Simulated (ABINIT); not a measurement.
# MgS (Niningerite) (Fm-3m) in ABINIT: a series of runs, part 2 of 2

ABINIT 10.8.3 (patched build).

## (4) Equation of state, LDA

Contents of run.abi:

```
# Datasets: one volume each
ndtset 7
getwfk -1
scalecart1 3*0.9795861087
scalecart2 3*0.9864848297
scalecart3 3*0.9932883884
scalecart4 3*1.0000000000
scalecart5 3*1.0066227096
scalecart6 3*1.0131594038
scalecart7 3*1.0196128224

# Pseudopotentials
pp_dirpath "./"
pseudos "S.LDA_PW-JTH.xml, Mg.LDA_PW-JTH.xml"

# Structure
acell 6.9528480039 6.9528480039 6.9528480039
rprim
     0.0000000000     0.7071067812     0.7071067812
     0.7071067812     0.0000000000     0.7071067812
     0.7071067812     0.7071067812     0.0000000000
ntypat 2
znucl 16 12
natom 2
typat 1 2
xred
     0.5000000000     0.5000000000     0.5000000000
     0.0000000000     0.0000000000     0.0000000000

# Plane-wave basis
ecut 20.0
pawecutdg 40.0

# k points
kptopt 1
ngkpt 9 9 9
nshiftk 1
shiftk 0.0 0.0 0.0

# Exchange and correlation
ixc 7

# Bands and occupations
nband 12
occopt 3
tsmear 0.00183747

# SCF cycle
nstep 100
tolvrs 1.0e-9

# Output
iomode 3
prtwf 1
prtden 0
prteig 0
prtebands 0
```

Potentials or basis: JTH PAW LDA v2.0.

Launch:

```
abinit run.abi > log 2>&1
```

run.abo:

```text
.Version 10.8.3 of ABINIT
 DATASET    1 : space group Fm -3 m (#225); Bravais cF (face-center cubic)
================================================================================
 Values of the parameters that define the memory need for DATASET  1.
     intxc =       0    ionmov =       0      iscf =      17    lmnmax =       8
     lnmax =       4     mgfft =      30  mpssoang =       2    mqgrid =    3001
     natom =       2  nloc_mem =       2    nspden =       1   nspinor =       1
    nsppol =       1      nsym =      48    n1xccc =       1    ntypat =       2
    occopt =       3   xclevel =       1
       mpw =         966          nfft =       27000          nkpt =          35
 PAW method is used; the additional fine FFT grid is defined by:
   mgfftf=        40    nfftf =     64000
================================================================================
================================================================================
[... 71 lines left out ...]
 DATASET    7 : space group Fm -3 m (#225); Bravais cF (face-center cubic)
================================================================================
 Values of the parameters that define the memory need for DATASET  7.
     intxc =       0    ionmov =       0      iscf =      17    lmnmax =       8
     lnmax =       4     mgfft =      30  mpssoang =       2    mqgrid =    3001
     natom =       2  nloc_mem =       2    nspden =       1   nspinor =       1
    nsppol =       1      nsym =      48    n1xccc =       1    ntypat =       2
    occopt =       3   xclevel =       1
       mpw =        1089          nfft =       27000          nkpt =          35
 PAW method is used; the additional fine FFT grid is defined by:
   mgfftf=        45    nfftf =     91125
================================================================================
================================================================================

--------------------------------------------------------------------------------
------------- Echo of variables that govern the present computation ------------
--------------------------------------------------------------------------------
 -outvars: echo values of preprocessed input variables --------
            acell      6.9528480039E+00  6.9528480039E+00  6.9528480039E+00 Bohr
              amu      3.20660000E+01  2.43050000E+01
             ecut      2.00000000E+01 Hartree
           getwfk          -1
              ixc           7
           jdtset        1    2    3    4    5    6    7
         kptrlatt        9    0    0      0    9    0      0    0    9
          kptrlen1     6.12982199E+01
          kptrlen2     6.17299117E+01
          kptrlen3     6.21556487E+01
          kptrlen4     6.25756320E+01
          kptrlen5     6.29900523E+01
          kptrlen6     6.33990900E+01
          kptrlen7     6.38029168E+01
            natom           2
            nband          12
           ndtset           7
            ngfft          30      30      30
          ngfftdg1         40      40      40
          ngfftdg2         40      40      40
          ngfftdg3         40      40      40
          ngfftdg4         40      40      40
          ngfftdg5         40      40      40
          ngfftdg6         45      45      45
          ngfftdg7         45      45      45
             nkpt          35
            nstep         100
             nsym          48
           ntypat           2
           occopt           3
        pawecutdg      4.00000000E+01 Hartree
           prtden           0
[... 39 lines left out ...]
                       0.0000000000E+00  0.0000000000E+00  0.0000000000E+00
           xangst7     2.6526756976E+00  2.6526756976E+00  2.6526756976E+00
                       0.0000000000E+00  0.0000000000E+00  0.0000000000E+00
            xcart1     4.8160429951E+00  4.8160429951E+00  4.8160429951E+00
                       0.0000000000E+00  0.0000000000E+00  0.0000000000E+00
            xcart2     4.8499599082E+00  4.8499599082E+00  4.8499599082E+00
                       0.0000000000E+00  0.0000000000E+00  0.0000000000E+00
            xcart3     4.8834089649E+00  4.8834089649E+00  4.8834089649E+00
                       0.0000000000E+00  0.0000000000E+00  0.0000000000E+00
            xcart4     4.9164059722E+00  4.9164059722E+00  4.9164059722E+00
                       0.0000000000E+00  0.0000000000E+00  0.0000000000E+00
            xcart5     4.9489659012E+00  4.9489659012E+00  4.9489659012E+00
                       0.0000000000E+00  0.0000000000E+00  0.0000000000E+00
            xcart6     4.9811029436E+00  4.9811029436E+00  4.9811029436E+00
                       0.0000000000E+00  0.0000000000E+00  0.0000000000E+00
            xcart7     5.0128305694E+00  5.0128305694E+00  5.0128305694E+00
                       0.0000000000E+00  0.0000000000E+00  0.0000000000E+00
             xred      5.0000000000E-01  5.0000000000E-01  5.0000000000E-01
                       0.0000000000E+00  0.0000000000E+00  0.0000000000E+00
            znucl       16.00000   12.00000

================================================================================

 chkinp: Checking input parameters for consistency, jdtset=   1.

 chkinp: Checking input parameters for consistency, jdtset=   2.
[... 40 lines left out ...]
 getcut: wavevector=  0.0000  0.0000  0.0000  ngfft=  40  40  40
         ecut(hartree)=     40.000   => boxcut(ratio)=   2.06281

--- Pseudopotential description ------------------------------------------------
- pspini: atom type   1  psp file is ./S.LDA_PW-JTH.xml
 Pseudopotential format is: paw10
 basis_size (lnmax)=  4 (lmn_size=  8), orbitals=   0   0   1   1
 Spheres core radius: rc_sph= 1.90380259
 Shapefunction is SIN type: shapef(r)=[sin(pi*r/rshp)/(pi*r/rshp)]**2
 Radius for shape functions =  1.40128485
 Compensation charge density is not taken into account in XC energy/potential

- pspini: atom type   2  psp file is ./Mg.LDA_PW-JTH.xml
 Pseudopotential format is: paw10
 basis_size (lnmax)=  4 (lmn_size=  8), orbitals=   0   0   1   1
 Spheres core radius: rc_sph= 1.90157919
 Shapefunction is SIN type: shapef(r)=[sin(pi*r/rshp)/(pi*r/rshp)]**2
 Radius for shape functions =  1.70710089
 Compensation charge density is not taken into account in XC energy/potential

   2.19006546E+02                                ecore*ucvol(ha*bohr**3)
--------------------------------------------------------------------------------

================================================================================

--- !BeginCycle
iteration_state: {dtset: 1, }
solver: {iscf: 17, nstep: 100, nline: 4, wfoptalg: 10, }
tolerances: {tolvrs: 1.00E-09, }
...
[... 1223 lines left out ...]
-Cartesian components of stress tensor (GPa)         [Pressure= -6.8822E+00 GPa]
- sigma(1 1)=  6.88217392E+00  sigma(3 2)=  0.00000000E+00
- sigma(2 2)=  6.88217392E+00  sigma(3 1)=  0.00000000E+00
- sigma(3 3)=  6.88217392E+00  sigma(2 1)=  0.00000000E+00

== END DATASET(S) ==============================================================
================================================================================

 -outvars: echo values of variables after computation  --------
            acell      6.9528480039E+00  6.9528480039E+00  6.9528480039E+00 Bohr
           etotal1    -7.3967679962E+01
           etotal2    -7.3967819909E+01
           etotal3    -7.3967684014E+01
           etotal4    -7.3967295666E+01
           etotal5    -7.3966682084E+01
           etotal6    -7.3965860063E+01
           etotal7    -7.3964858093E+01
            fcart1    -0.0000000000E+00 -0.0000000000E+00 -0.0000000000E+00
                      -0.0000000000E+00 -0.0000000000E+00 -0.0000000000E+00
            fcart2    -0.0000000000E+00 -0.0000000000E+00 -0.0000000000E+00
                      -0.0000000000E+00 -0.0000000000E+00 -0.0000000000E+00
            fcart3    -0.0000000000E+00 -0.0000000000E+00 -0.0000000000E+00
                      -0.0000000000E+00 -0.0000000000E+00 -0.0000000000E+00
            fcart4    -0.0000000000E+00 -0.0000000000E+00 -0.0000000000E+00
                      -0.0000000000E+00 -0.0000000000E+00 -0.0000000000E+00
            fcart5    -0.0000000000E+00 -0.0000000000E+00 -0.0000000000E+00
                      -0.0000000000E+00 -0.0000000000E+00 -0.0000000000E+00
[... 38 lines left out ...]
                       0.0000000000E+00  0.0000000000E+00  0.0000000000E+00
           xangst1     2.5485401980E+00  2.5485401980E+00  2.5485401980E+00
                       0.0000000000E+00  0.0000000000E+00  0.0000000000E+00
           xangst2     2.5664882555E+00  2.5664882555E+00  2.5664882555E+00
                       0.0000000000E+00  0.0000000000E+00  0.0000000000E+00
           xangst3     2.5841887340E+00  2.5841887340E+00  2.5841887340E+00
                       0.0000000000E+00  0.0000000000E+00  0.0000000000E+00
           xangst4     2.6016499983E+00  2.6016499983E+00  2.6016499983E+00
                       0.0000000000E+00  0.0000000000E+00  0.0000000000E+00
           xangst5     2.6188799707E+00  2.6188799707E+00  2.6188799707E+00
                       0.0000000000E+00  0.0000000000E+00  0.0000000000E+00
           xangst6     2.6358861611E+00  2.6358861611E+00  2.6358861611E+00
                       0.0000000000E+00  0.0000000000E+00  0.0000000000E+00
           xangst7     2.6526756976E+00  2.6526756976E+00  2.6526756976E+00
                       0.0000000000E+00  0.0000000000E+00  0.0000000000E+00
             xred      5.0000000000E-01  5.0000000000E-01  5.0000000000E-01
                       0.0000000000E+00  0.0000000000E+00  0.0000000000E+00
 Calculation completed.
```

It took 81 s on 1 thread of Intel Xeon Platinum 8259CL at 2.50GHz (Skylake/Cascade Lake), shared host; peak memory 0.12 GiB.

What came out:

```yaml
Equilibrium_volume: 16.90 Å³/atom
Bulk_modulus: 83 GPa
Pressure_derivative_of_the_bulk_modulus: 3.9
```

Energy against volume, from the lowest point:
```
volume (Å³/atom)  energy (meV/atom)
          16.553               1.90
          16.905               0.00
          17.257               1.85
          17.609               7.13
          17.962              15.48
          18.314              26.67
          18.666              40.30
```

Caveat: pressures at fixed basis lie under the slope of the energies. Zero-point motion and thermal expansion aren't in these numbers.

## (5) Equation of state, PBEsol

run.abi: that of step 4 with these lines changed.

```diff
@@ -13,3 +13,3 @@
 pp_dirpath "./"
-pseudos "S.LDA_PW-JTH.xml, Mg.LDA_PW-JTH.xml"
+pseudos "S.GGA_PBE-JTH.xml, Mg.GGA_PBE-JTH.xml"
 
@@ -32,2 +32,3 @@
 pawecutdg 40.0
+pawxcdev 0
 
@@ -40,3 +41,3 @@
 # Exchange and correlation
-ixc 7
+ixc -116133
```

Potentials or basis: JTH PAW PBE v2.0.

Launch:

```
abinit run.abi > log 2>&1
```

Run time: 2 min. Hardware: 1 thread of Intel Xeon Platinum 8259CL at 2.50GHz (Skylake/Cascade Lake), shared host; peak memory 0.14 GiB.

Results (log left out):

```
Equilibrium volume                      : 17.42 Å³/atom
Bulk modulus                            : 78 GPa
Pressure derivative of the bulk modulus : 3.9
```

Energy against volume, from the lowest point:
| volume (Å³/atom) | energy (meV/atom) |
| --- | --- |
| 16.553 | 10.92 |
| 16.905 | 3.47 |
| 17.257 | 0.00 |
| 17.609 | 0.16 |
| 17.962 | 3.58 |
| 18.314 | 10.03 |
| 18.666 | 19.11 |

Caveat: pressures at fixed basis lie under the slope of the energies; the PAW data sets were made with another functional, which shifts forces and pressure a little.

## (6) Equation of state, r2SCAN

run.abi: that of step 5 with these lines changed.

```diff
@@ -30,5 +30,4 @@
 # Plane-wave basis
-ecut 20.0
-pawecutdg 40.0
-pawxcdev 0
+ecut 24.0
+pawecutdg 46.0
 
@@ -41,3 +40,5 @@
 # Exchange and correlation
-ixc -116133
+ixc -497498
+usekden 1
+pawxcdev 0
 
@@ -50,3 +51,3 @@
 nstep 100
-tolvrs 1.0e-9
+tolvrs 1.0e-7
```

Potentials or basis: JTH PAW PBE v2.0.

Launch:

```
abinit run.abi > log 2>&1
```

It took 5.7 min on 1 thread of AMD EPYC 7R43 (Zen 3), shared host; peak memory 0.15 GiB.

Results (log left out):

```
Equilibrium volume                      : 17.65 Å³/atom
Bulk modulus                            : 80 GPa
Pressure derivative of the bulk modulus : 3.9 (rough: it moves with the points fitted)
```

Energy against volume, from the lowest point:
| volume (Å³/atom) | energy (meV/atom) |
| --- | --- |
| 16.553 | 18.87 |
| 16.905 | 8.42 |
| 17.257 | 2.24 |
| 17.609 | 0.00 |
| 17.962 | 1.40 |
| 18.314 | 6.04 |
| 18.666 | 13.51 |

Caveat: pressures at fixed basis lie under the slope of the energies; the PAW data sets were made with another functional, which shifts forces and pressure a little.

## (7) The runs side by side

| task | level | potentials or basis | cutoff (eV) | fine-grid cutoff | gap on the mesh (eV) | V0 of scaled cells (Å³/atom) | B0 (GPa) |
| --- | --- | --- | --- | --- | --- | --- | --- |
| band structure | r2SCAN | JTH PAW PBE v2.0 | 653 | 1251.72 eV | 3.61 | - | - |
| band structure | TB-mBJ | JTH PAW LDA v2.0 | 653 | 1251.72 eV | 4.09 | - | - |
| equation of state | LDA | JTH PAW LDA v2.0 | 544 | 1088.46 eV | - | 16.90 | 83 |
| equation of state | PBEsol | JTH PAW PBE v2.0 | 544 | 1088.46 eV | - | 17.42 | 78 |
| equation of state | r2SCAN | JTH PAW PBE v2.0 | 653 | 1251.72 eV | - | 17.65 | 80 |

Alike in all rows: no spin polarisation; cell as given; k mesh 9 × 9 × 9; smearing fermi-dirac 0.05 eV.

Caveats: the PAW data sets were made with another functional, which shifts forces and pressure a little (some runs); pressures at fixed basis lie under the slope of the energies (some runs); the mesh misses the band edges, which the band path finds closer together (some runs); the constant c of TB-mBJ comes from the pseudo density here, which moves gaps by up to 0.3 eV between sets of potentials (some runs).

Total energies depend on the potentials used, so only differences within one code and one set of settings carry meaning.
